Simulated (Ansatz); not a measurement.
Density of states of Ti (Fm-3m, a = 4.056 Å, b = 4.056 Å, c = 4.056 Å, α = 90.00°, β = 90.00°, γ = 90.00°), in states per eV and primitive cell, averaged over bins of 0.4 eV. All numbers below come from DFT PBEsol, scalar-relativistic, plane waves, PAW (Ansatz 0.2.0).

Cutoff 420 eV; k points 18×18×18 on the computed 1-atom cell (Γ-centred); Gaussian smearing, width 0.10 eV; no spin polarisation.

The cell is relaxed at this level. The states (both spins) are summed by tetrahedra on a 27×27×27 mesh at the self-consistent density. Energies are bin centres; the table starts no lower than −8 eV and ends at 6 eV, or lower where the solved bands end.

It is a metal at this level.

```tsv
E − E_F (eV)	total	Ti 3d	Ti 4s
-5.95	0.04	0.00	0.03
-5.55	0.07	0.00	0.06
-5.15	0.10	0.00	0.08
-4.75	0.12	0.00	0.10
-4.35	0.15	0.01	0.13
-3.95	0.19	0.02	0.15
-3.55	0.24	0.04	0.19
-3.15	0.33	0.09	0.22
-2.75	0.67	0.36	0.29
-2.35	0.99	0.68	0.28
-1.95	1.00	0.77	0.20
-1.55	1.35	1.20	0.11
-1.15	1.33	1.25	0.03
-0.75	1.33	1.23	0.02
-0.35	1.42	1.25	0.06
0.05	1.66	1.43	0.09
0.45	1.75	1.52	0.10
0.85	1.54	1.38	0.08
1.25	1.77	1.68	0.05
1.65	1.24	1.17	0.03
2.05	1.56	1.49	0.03
2.45	1.51	1.45	0.03
2.85	1.39	1.34	0.03
3.25	1.54	1.49	0.03
3.65	2.51	2.44	0.05
4.05	1.14	1.02	0.07
4.45	0.51	0.33	0.10
4.85	0.47	0.25	0.11
5.25	0.43	0.18	0.11
5.65	0.39	0.13	0.10
```

The columns after the total are the Löwdin projections on the occupied valence shells of the potentials. The rest of the total lies in shells that are empty in the free atom, which aren't projected, and between the atoms.

This fcc form isn't the element's structure at ambient conditions.